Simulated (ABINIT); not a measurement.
# In (I4/mmm) in ABINIT: phonons at a zone-boundary q with PBEsol

Aim: the phonons at a zone-boundary q of In with PBEsol.

Everything below comes from runs of ABINIT 10.8.3 (patched build). Logs are shortened: lines on timing, memory, paths and dates and some standing lists are left out, and cuts for length are marked. The log counts tension as positive stress, the text compression.

## (1) Starting point

Symmetry: I4/mmm, No. 139, tetragonal system. Conventional cell: a = 3.251 Å, b = 3.251 Å, c = 4.947 Å, α = 90.00°, β = 90.00°, γ = 90.00°. In (site symmetry 4/mmm) is surrounded by 12 In at 3.25 to 3.38 Å.

## (2) Phonons at a zone-boundary q, PBEsol

Contents of run.abi:

```
# Datasets
ndtset 3

# Pseudopotentials
pp_dirpath "./"
pseudos "In.GGA_PBE-JTH.xml"

# Structure
acell 3*1.0
rprim
    -3.0716931238     3.0716931238     4.6746155145
     3.0716931238    -3.0716931238     4.6746155145
     3.0716931238     3.0716931238    -4.6746155145
ntypat 1
znucl 49
natom 1
typat 1
xred
            0.0            0.0            0.0

# Plane-wave basis
ecut 16.0
pawecutdg 32.0
pawxcdev 0

# k points
ngkpt 12 12 12
nshiftk 1
shiftk 0.0 0.0 0.0

# Exchange and correlation
ixc -116133

# Bands and occupations
nband 15
occopt 3
tsmear 0.2 eV

# SCF cycle
nstep 80

# Output
prteig 0
prtebands 0
prtwf 0
prtden 0
prtpot 0

# Dataset 1: ground state
kptopt1 1
tolvrs1 1.0e-11
prtwf1 1
tolwfr1 1.0e-14
nbdbuf1 4
nline1 6

# Dataset 2: atomic displacements at q = 0.5 0.5 -0.5
rfphon2 1
rfatpol2 1 1
rfdir2 1 1 1
getwfk2 1
kptopt2 3
nqpt2 1
qpt2 1/2 1/2 -1/2
tolvrs2 1.0e-9

# Dataset 3: atomic displacements at q = 0.0 0.0 0.5
rfphon3 1
rfatpol3 1 1
rfdir3 1 1 1
getwfk3 1
kptopt3 3
nqpt3 1
qpt3 0.0 0.0 1/2
tolvrs3 1.0e-9
```

Potentials or basis: JTH PAW PBE v2.0.

Started as:

```sh
$ abinit run.abi > log 2>&1
```

run.abo:

```text
.Version 10.8.3 of ABINIT
 DATASET    1 : space group I4/m m m (#139); Bravais tI (body-center tetrag.)
================================================================================
 Values of the parameters that define the memory need for DATASET  1.
     intxc =       0    ionmov =       0      iscf =      17    lmnmax =      18
     lnmax =       6     mgfft =      24  mpssoang =       3    mqgrid =    3001
     natom =       1  nloc_mem =       2    nspden =       1   nspinor =       1
    nsppol =       1      nsym =      16    n1xccc =       1    ntypat =       1
    occopt =       3   xclevel =       2
       mpw =         549          nfft =       13824          nkpt =         163
 PAW method is used; the additional fine FFT grid is defined by:
   mgfftf=        36    nfftf =     46656
================================================================================
================================================================================

 DATASET    2 : space group I4/m m m (#139); Bravais tI (body-center tetrag.)
================================================================================
 Values of the parameters that define the memory need for DATASET  2 (RF).
     intxc =       0      iscf =       7    lmnmax =      18     lnmax =       6
     mgfft =      24  mpssoang =       3    mqgrid =    3001     natom =       1
  nloc_mem =       2    nspden =       1   nspinor =       1    nsppol =       1
      nsym =      16    n1xccc =       1    ntypat =       1    occopt =       3
   xclevel =       2
      nfft =       13824          nkpt =        1728
================================================================================
================================================================================

 DATASET    3 : space group I4/m m m (#139); Bravais tI (body-center tetrag.)
================================================================================
 Values of the parameters that define the memory need for DATASET  3 (RF).
     intxc =       0      iscf =       7    lmnmax =      18     lnmax =       6
     mgfft =      24  mpssoang =       3    mqgrid =    3001     natom =       1
  nloc_mem =       2    nspden =       1   nspinor =       1    nsppol =       1
      nsym =      16    n1xccc =       1    ntypat =       1    occopt =       3
   xclevel =       2
      nfft =       13824          nkpt =        1728
================================================================================
================================================================================

--------------------------------------------------------------------------------
------------- Echo of variables that govern the present computation ------------
--------------------------------------------------------------------------------
 -outvars: echo values of preprocessed input variables --------
            acell      1.0000000000E+00  1.0000000000E+00  1.0000000000E+00 Bohr
              amu      1.14820000E+02
             ecut      1.60000000E+01 Hartree
           getwfk1          0
           getwfk2          1
           getwfk3          1
             iscf1         17
             iscf2          7
             iscf3          7
                       outvar_i_n : Printing only first  50 k-points.
              ixc     -116133
           jdtset        1    2    3
                       outvar_i_n : Printing only first  50 k-points.
           kptopt1          1
           kptopt2          3
           kptopt3          3
         kptrlatt       12    0    0      0   12    0      0    0   12
          kptrlen      7.37206350E+01
            natom           1
            nband1         15
            nband2         15
            nband3         15
           nbdbuf1          4
           nbdbuf2          2
           nbdbuf3          2
           ndtset           3
            ngfft          24      24      24
          ngfftdg          36      36      36
             nkpt1        163
             nkpt2       1728
             nkpt3       1728
            nline1          6
            nline2          4
            nline3          4
             nqpt1          0
             nqpt2          1
             nqpt3          1
            nstep          80
             nsym          16
           ntypat           1
                       prtocc : prtvol=0, do not print more k-points.
                       prtocc : prtvol=0, do not print more k-points.
                       prtocc : prtvol=0, do not print more k-points.
           occopt           3
        optdriver1          0
        optdriver2          1
        optdriver3          1
        pawecutdg      3.20000000E+01 Hartree
         pawxcdev           0
           prtden           0
        prtebands           0
           prteig           0
            prtwf1          1
            prtwf2          0
            prtwf3          0
[... 256 lines left out ...]
 So, its SCF calculation is not needed.
[... 5 lines left out ...]
--------------------------------------------------------------------------------
 Perturbation wavevector (in red.coord.)   0.500000  0.500000 -0.500000
 Perturbation : displacement of atom   1   along direction   1
 Found     2 symmetries that leave the perturbation invariant.
 symkpt : the number of k-points, thanks to the symmetries,
 is reduced to   936 .

--------------------------------------------------------------------------------

--------------------------------------------------------------------------------

 dfpt_looppert : total number of electrons, from k and k+q
  fully or partially occupied states are    1.300000E+01 and    1.300000E+01.
 Initialisation of the first-order wave-functions :
  ireadwf=   0
[... 30 lines left out ...]
 2DEtotal=    0.7686957391E+00 Ha. Also 2DEtotal=    0.209172766623E+02 eV
    (2DErelax=   -1.2976461217E+03 Ha. 2DEnonrelax=    1.2984148174E+03 Ha)
    (  non-var. 2DEtotal :    7.6850386133E-01 Ha)

================================================================================

 ---- first-order wavefunction calculations are completed ----

 ==> Compute Derivative Database <==

  Dynamical matrix, in cartesian coordinates,
   if specified in the inputs, asr has been imposed
     j1       j2             matrix element
  dir pert dir pert     real part    imaginary part

   1    1   1    1         0.0010185143         0.0000000000

   2    1   2    1         0.0010185143         0.0000000000

   3    1   3    1         0.0342685738         0.0000000000

  Phonon wavevector (reduced coordinates) :  0.50000  0.50000 -0.50000
 Phonon energies in Hartree :
   6.975812E-05  6.975812E-05  4.046310E-04
 Phonon frequencies in cm-1    :
   1.531014E+01  1.531014E+01  8.880625E+01

================================================================================
== DATASET  3 ==================================================================

--- !DatasetInfo
iteration_state: {dtset: 3, }
dimensions: {natom: 1, nkpt: 1728, mband: 15, nsppol: 1, nspinor: 1, nspden: 1, mpw: 549, }
cutoff_energies: {ecut:  16.0, pawecutdg:  32.0, }
electrons: {nelect:   1.30000000E+01, charge:   0.00000000E+00, occopt:   3.00000000E+00, tsmear:   7.34986444E-03, }
meta: {optdriver: 1, rfphon: 1, }
...

 mkfilename : getwfk/=0, take file _WFK from output of DATASET   1.

 Real(R)+Recip(G) space primitive vectors, cartesian coordinates (Bohr,Bohr^-1):
 R(1)= -3.0716931  3.0716931  4.6746155  G(1)=  0.0000000  0.1627767  0.1069607
 R(2)=  3.0716931 -3.0716931  4.6746155  G(2)=  0.1627767  0.0000000  0.1069607
 R(3)=  3.0716931  3.0716931 -4.6746155  G(3)=  0.1627767  0.1627767  0.0000000
 Unit cell volume ucvol=  1.7642557E+02 bohr^3
 Angles (23,13,12)=  1.22452932E+02  1.22452932E+02  8.58014374E+01 degrees
 setup1 : take into account q-point for computing boxcut.

 Coarse grid specifications (used for wave-functions):

 getcut: wavevector=  0.0000  0.0000  0.5000  ngfft=  24  24  24
         ecut(hartree)=     16.000   => boxcut(ratio)=   2.00252

 Fine grid specifications (used for densities):

 getcut: wavevector=  0.0000  0.0000  0.5000  ngfft=  36  36  36
         ecut(hartree)=     32.000   => boxcut(ratio)=   2.15589
--------------------------------------------------------------------------------

 ==>  initialize data related to q vector <==

 The list of irreducible perturbations for this q vector is:
    1)    idir= 1    ipert=   1
    2)    idir= 3    ipert=   1

================================================================================

 The perturbation idir=   2  ipert=   1 is
 symmetric of a previously calculated perturbation.
 So, its SCF calculation is not needed.

--------------------------------------------------------------------------------
 Perturbation wavevector (in red.coord.)   0.000000  0.000000  0.500000
 Perturbation : displacement of atom   1   along direction   1
 The set of symmetries contains only one element for this perturbation.
 symkpt : not enough symmetry to change the number of k points.

--------------------------------------------------------------------------------

--------------------------------------------------------------------------------

 dfpt_looppert : total number of electrons, from k and k+q
  fully or partially occupied states are    1.300000E+01 and    1.300000E+01.
 Initialisation of the first-order wave-functions :
  ireadwf=   0
[... 34 lines left out ...]
--------------------------------------------------------------------------------
 Perturbation wavevector (in red.coord.)   0.000000  0.000000  0.500000
 Perturbation : displacement of atom   1   along direction   3
 Found     2 symmetries that leave the perturbation invariant.
 symkpt : the number of k-points, thanks to the symmetries,
 is reduced to   936 .

--------------------------------------------------------------------------------

--------------------------------------------------------------------------------

 dfpt_looppert : total number of electrons, from k and k+q
  fully or partially occupied states are    1.300000E+01 and    1.300000E+01.
 Initialisation of the first-order wave-functions :
  ireadwf=   0
[... 30 lines left out ...]
 2DEtotal=    0.7712491523E+00 Ha. Also 2DEtotal=    0.209867585761E+02 eV
    (2DErelax=   -1.2818978388E+03 Ha. 2DEnonrelax=    1.2826690879E+03 Ha)
    (  non-var. 2DEtotal :    7.7099208534E-01 Ha)

================================================================================

 ---- first-order wavefunction calculations are completed ----

 ==> Compute Derivative Database <==

  Dynamical matrix, in cartesian coordinates,
   if specified in the inputs, asr has been imposed
     j1       j2             matrix element
  dir pert dir pert     real part    imaginary part

   1    1   1    1         0.0294085372         0.0000001831
   1    1   2    1         0.0163913719         0.0000001831

   2    1   1    1         0.0163913719         0.0000001831
   2    1   2    1         0.0294085372         0.0000001831

   3    1   3    1        -0.0042681654         0.0000000000

  Phonon wavevector (reduced coordinates) :  0.00000  0.00000  0.50000
 Phonon energies in Hartree :
  -1.428012E-04  2.493845E-04  4.677820E-04
 Phonon frequencies in cm-1    :
  -3.134124E+01  5.473356E+01  1.026663E+02

== END DATASET(S) ==============================================================
================================================================================

 -outvars: echo values of variables after computation  --------
            acell      1.0000000000E+00  1.0000000000E+00  1.0000000000E+00 Bohr
           etotal1    -5.8038293342E+01
           etotal2     7.6869573910E-01
           etotal3     7.7124915234E-01
            fcart1    -0.0000000000E+00 -0.0000000000E+00 -0.0000000000E+00
            fcart2     0.0000000000E+00  0.0000000000E+00  0.0000000000E+00
            fcart3     0.0000000000E+00  0.0000000000E+00  0.0000000000E+00
            rprim     -3.0716931238E+00  3.0716931238E+00  4.6746155145E+00
                       3.0716931238E+00 -3.0716931238E+00  4.6746155145E+00
                       3.0716931238E+00  3.0716931238E+00 -4.6746155145E+00
           strten1     5.3938820667E-05  5.3938820667E-05  5.4783025255E-05
                       0.0000000000E+00  0.0000000000E+00  0.0000000000E+00
           strten2     0.0000000000E+00  0.0000000000E+00  0.0000000000E+00
                       0.0000000000E+00  0.0000000000E+00  0.0000000000E+00
           strten3     0.0000000000E+00  0.0000000000E+00  0.0000000000E+00
                       0.0000000000E+00  0.0000000000E+00  0.0000000000E+00
 Calculation completed.
```

Wall time 24 min (1 thread of Arm Neoverse V1, shared host); peak memory 1.6 GiB.

Results:

```yaml
Free_energy: -1579.3024 eV
Band_gap_on_the_k_mesh: none (metal or under the smearing width)
Highest_phonon_frequency: 103 cm⁻¹
Most_unstable_mode: 31i cm⁻¹
```

Phonon frequencies in cm⁻¹ (negative: imaginary):
| q point | frequencies |
| --- | --- |
| (0.500, 0.500, -0.500) | 15 15 89 |
| (0.000, 0.000, 0.500) | -31 55 103 |

Caveat: some modes are imaginary.
